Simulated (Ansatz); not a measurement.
This is a relaxation of cell and atoms with Ansatz 0.2.0 on corundum In2O3; the level of theory is PBEsol. The starting cell comes from a relaxation with PBE.

The input:
```yaml
crystal:
  lattice:
    - [2.7878242004, 1.6095510525, 4.9187378593]
    - [-2.7878242004, 1.6095510525, 4.9187378593]
    - [0.0, -3.2191021051, 4.9187378593]
  atoms:
    - { symbol: In, position: [0.8572458099, 0.8572458099, 0.8572458099] }
    - { symbol: In, position: [0.3572458099, 0.3572458099, 0.3572458099] }
    - { symbol: In, position: [0.1427541901, 0.1427541901, 0.1427541901] }
    - { symbol: In, position: [0.6427541901, 0.6427541901, 0.6427541901] }
    - { symbol: O, position: [0.4535243159, 0.0464756841, 0.75] }
    - { symbol: O, position: [0.0464756841, 0.75, 0.4535243159] }
    - { symbol: O, position: [0.5464756841, 0.9535243159, 0.25] }
    - { symbol: O, position: [0.25, 0.5464756841, 0.9535243159] }
    - { symbol: O, position: [0.9535243159, 0.25, 0.5464756841] }
    - { symbol: O, position: [0.75, 0.4535243159, 0.0464756841] }
kpoints:
  mp_grid: { grid: [6, 6, 6] }
hamiltonian:
  xc: pbesol
scf:
  occupations: { method: fermi_dirac, width: 0.02 }
relax:
  f_tol: 0.005
  cell: {}
```

Command: `ansatz run input.yaml --threads 4 --pin off --max-ram 7372MiB --backend cpu --events-out ev --progress --plain --runs-dir out`. It took 24 s on 4 threads of Arm Neoverse V2, on a shared host; peak host memory 0.58 GiB.

Output, abridged:
```
Pseudopotential: In, paw, valence charge 13, recommended cutoff 420 eV (normal)
Pseudopotential: O, paw, valence charge 6, recommended cutoff 420 eV (normal)
Functional definition: PBEsol
Crystal: 10 atoms, lattice volume = 132.427 Å³
Basis set: ecut = 420 eV, 2615 PW (Γ)
Bands: 54, of which v1, the nominal top of the filled ones, is band 44 counted from 1 (43 counted from 0)
Symmetry: 12 space group operations
Space group: R-3c (ITA 167)
k-points: 32 of 216
SCF iter   1: HF=-25467.572879 eV  Δρ=1.68e-2  dr2=3.09e-1
SCF iter   2: HF=-25467.491469 eV  Δρ=3.25e-3  dr2=6.82e-3
SCF iter   3: HF=-25467.489760 eV  Δρ=1.21e-3  dr2=1.36e-3
SCF iter   4: HF=-25467.489658 eV  Δρ=3.54e-4  dr2=1.47e-4
SCF iter   5: HF=-25467.489684 eV  Δρ=5.25e-5  dr2=5.47e-6
SCF iter   6: HF=-25467.489685 eV  Δρ=7.97e-6  dr2=1.40e-7
SCF iter   7: HF=-25467.489685 eV  Δρ=2.25e-6  dr2=8.50e-9
SCF 1 converged in 7 iterations: F = -25467.489685 eV  dr2 = 8.50e-9
relax step 1: F+E_penalty+E_count = -25467.48968490 eV  max|allowed force component| = 7.929e-2 eV/Å  Δτ_max = 0.0000 Å  P = -5.859 GPa  Ω = 132.427 Å³
SCF 2 converged in 6 iterations: F = -25467.600369 eV  dr2 = 1.12e-7
relax step 2: F+E_penalty+E_count = -25467.60036903 eV  max|allowed force component| = 3.836e-2 eV/Å  Δτ_max = 0.0061 Å  P = +1.027 GPa  Ω = 126.906 Å³
SCF 3 converged in 5 iterations: F = -25467.599483 eV  dr2 = 1.32e-7
relax step 3: F+E_penalty+E_count = -25467.59948275 eV  max|allowed force component| = 8.994e-3 eV/Å  Δτ_max = 0.0027 Å  P = -0.070 GPa  Ω = 127.732 Å³
SCF 4 converged in 5 iterations: F = -25467.599737 eV  dr2 = 1.11e-9
relax step 4: F+E_penalty+E_count = -25467.59973721 eV  max|allowed force component| = 5.565e-3 eV/Å  Δτ_max = 0.0005 Å  P = -0.008 GPa  Ω = 127.680 Å³
SCF 5 converged in 5 iterations: F = -25467.599805 eV  dr2 = 8.68e-10
relax step 5: F+E_penalty+E_count = -25467.59980535 eV  max|allowed force component| = 1.285e-3 eV/Å  Δτ_max = 0.0004 Å  P = +0.008 GPa  Ω = 127.666 Å³
SCF 6 converged in 5 iterations: F = -25467.582218 eV  dr2 = 9.50e-11
relax step 6: F+E_penalty+E_count = -25467.58221830 eV  max|allowed force component| = 1.937e-3 eV/Å  Δτ_max = 0.0000 Å  P = -0.195 GPa  Ω = 127.666 Å³  (SCF on a basis re-selected at this cell)
SCF 7 converged in 5 iterations: F = -25467.582990 eV  dr2 = 4.07e-9
relax step 7: F+E_penalty+E_count = -25467.58298960 eV  max|allowed force component| = 7.911e-5 eV/Å  Δτ_max = 0.0006 Å  P = -0.003 GPa  Ω = 127.517 Å³
SCF 8 converged in 5 iterations: F = -25467.582310 eV  dr2 = 1.64e-12
relax step 8: F+E_penalty+E_count = -25467.58230967 eV  max|allowed force component| = 1.177e-4 eV/Å  Δτ_max = 0.0000 Å  P = -0.007 GPa  Ω = 127.517 Å³  (SCF on a basis re-selected at this cell)
Free energy (F): -25467.582310 eV
Fermi energy:    9.265444 eV
--- Stress (GPa, compression-positive) ---
       -0.005759       0.000000       0.000000
        0.000000      -0.005759       0.000000
        0.000000       0.000000      -0.009591
  P = ⅓ Tr σ = -0.0070 GPa (-0.070 kbar)
--- Relaxed structure (6 steps of the walk, 6 accepted, 2 SCFs on fresh bases) ---
  F+E_penalty+E_count = -25467.58230967 eV   max|allowed force component| = 1.177e-4 eV/Å
  cell:  # Å, volume = 127.5167 Å³
    - [2.756248, 1.591320, 4.845515]
    - [-2.756248, 1.591320, 4.845515]
    - [0.000000, -3.182641, 4.845515]
  atoms:
    - { symbol: In, position: [0.857453, 0.857453, 0.857453] }
    - { symbol: In, position: [0.357453, 0.357453, 0.357453] }
    - { symbol: In, position: [0.142547, 0.142547, 0.142547] }
    - { symbol: In, position: [0.642547, 0.642547, 0.642547] }
    - { symbol: O, position: [0.454130, 0.045870, 0.750000] }
    - { symbol: O, position: [0.045870, 0.750000, 0.454130] }
    - { symbol: O, position: [0.545870, 0.954130, 0.250000] }
    - { symbol: O, position: [0.250000, 0.545870, 0.954130] }
    - { symbol: O, position: [0.954130, 0.250000, 0.545870] }
    - { symbol: O, position: [0.750000, 0.454130, 0.045870] }
```

The walk took 6 steps and changed the volume by -3.7 %. The last SCF, on a fresh basis, lies 9.3 meV an atom below the first. Final cell: space group R-3c (No. 167), trigonal; a = 5.512 Å, c = 14.537 Å in the conventional setting, 12.75 Å³ an atom. Around In lie 6 O at 2.13–2.26 Å; around O lie 4 In at 2.13–2.26 Å.

Calculated for a static, non-magnetic cell.
